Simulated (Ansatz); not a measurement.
**ZnS (4H polytype type): independent-particle optics**

Aim: the dielectric function of ZnS (4H polytype type) in the independent-particle picture, and how it depends on the functional and on the gap. Plan: HSE06 for the gap; optics with PBE on 6×6×2; optics with r2SCAN on 6×6×2; optics with PBE and scissors to the HSE06 gap on 6×6×2.

Program: Ansatz 0.2.0. Level of theory: plane waves, PAW; no local fields, no excitons. These are calculated values, not measurements.

1 further run of the same task is left out (it didn't finish).

**1. The system as given**

The structure is hexagonal, space group P6_3mc (No. 186). Conventional cell: a = 3.808 Å, b = 3.808 Å, c = 12.466 Å, α = 90.00°, β = 90.00°, γ = 120.00°. Around Zn (site symmetry 3m) lie 4 S at 2.33 Å. Zn (site symmetry 3m) has 4 S at 2.33 to 2.34 Å as nearest neighbours. S (site symmetry 3m) is surrounded by 4 Zn at 2.33 Å. Around S (site symmetry 3m) lie 4 Zn at 2.33 to 2.34 Å.

Structure file:

```cif
data_structure
_symmetry_space_group_name_H-M 'P6_3mc'
_symmetry_Int_Tables_number 186
_cell_length_a 3.8076
_cell_length_b 3.8076
_cell_length_c 12.4658
_cell_angle_alpha 90.000
_cell_angle_beta 90.000
_cell_angle_gamma 120.000
_cell_volume 156.52
loop_
_atom_site_label
_atom_site_type_symbol
_atom_site_symmetry_multiplicity
_atom_site_Wyckoff_symbol
_atom_site_fract_x
_atom_site_fract_y
_atom_site_fract_z
_atom_site_occupancy
Zn1 Zn 2 a 0.00000 0.00000 0.00011 1
Zn2 Zn 2 b 0.33333 0.66667 0.25007 1
S1 S 2 a 0.00000 0.00000 0.18724 1
S2 S 2 b 0.33333 0.66667 0.43759 1
```

The cell was relaxed beforehand with r2SCAN; those runs aren't shown.

**2. A hybrid for the gap**

The input, input.yaml:

```yaml
crystal:
  lattice:
    - [3.8076113006, 0.0, 0.0]
    - [-1.9038056503, 3.297488114, 0.0]
    - [0.0, 0.0, 12.4658238808]
  atoms:
    - { symbol: Zn, position: [0.0, 0.0, 0.0001052062] }
    - { symbol: Zn, position: [0.3333333333, 0.6666666667, 0.2500673645] }
    - { symbol: Zn, position: [0.0, 0.0, 0.5001052062] }
    - { symbol: Zn, position: [0.6666666667, 0.3333333333, 0.7500673645] }
    - { symbol: S, position: [0.0, 0.0, 0.1872391008] }
    - { symbol: S, position: [0.3333333333, 0.6666666667, 0.4375883287] }
    - { symbol: S, position: [0.0, 0.0, 0.6872391008] }
    - { symbol: S, position: [0.6666666667, 0.3333333333, 0.9375883287] }
kpoints:
  mp_grid: { grid: [6, 6, 2] }
  band_path:
    path:
      - [0.0, 0.0, 0.0]
      - [0.5, 0.0, 0.0]
      - [0.3333333333, 0.3333333333, 0.0]
      - [0.0, 0.0, 0.5]
      - [0.5, 0.0, 0.5]
      - [0.3333333333, 0.3333333333, 0.5]
    npoints: 1
hamiltonian:
  xc: hse06
scf:
  occupations: { method: fixed }
  n_extra_bands: 6
output:
  forces: true
  stress: true
  eigenvalues: true
```

Run with:

```
$ ansatz run input.yaml --threads 4 --pin off --max-ram 5529MiB --backend cpu --events-out ev --progress --plain --runs-dir out
```

After this run come: Optics, PBE; Optics, r2SCAN; Optics, PBE with a scissors shift.

Before running them: what should the planned runs give, taken together? Wanted: ε∞, PBE; ε∞, r2SCAN; tallest peak of ε₂, PBE; tallest peak of ε₂, r2SCAN; HSE06 direct gap.

The runs gave:

| quantity | value |
| --- | --- |
| ε∞, PBE | 6.25 (xx, yy), 6.31 (zz) |
| ε∞, r2SCAN | 5.60 (xx, yy), 5.65 (zz) |
| ε∞, PBE + 1.23 eV scissors | 5.38 (xx, yy), 5.42 (zz) |
| tallest peak of ε₂, PBE | 13.0 at 6.10 eV |
| tallest peak of ε₂, r2SCAN | 12.3 at 6.60 eV |
| tallest peak of ε₂, PBE + 1.23 eV scissors | 13.0 at 7.35 eV |
| HSE06 direct gap | 3.41 eV |

PBE + 1.23 eV scissors has the widest direct gap (3.41 eV) and PBE the narrowest (2.18 eV); ε∞ is 5.40 and 6.27 (mean of the axes): a wider gap screens less. The response is anisotropic: with PBE ε∞ is 6.25 (xx, yy), 6.31 (zz). Local fields and excitons are left out: both change ε∞, and without excitons the onset lacks its lines.
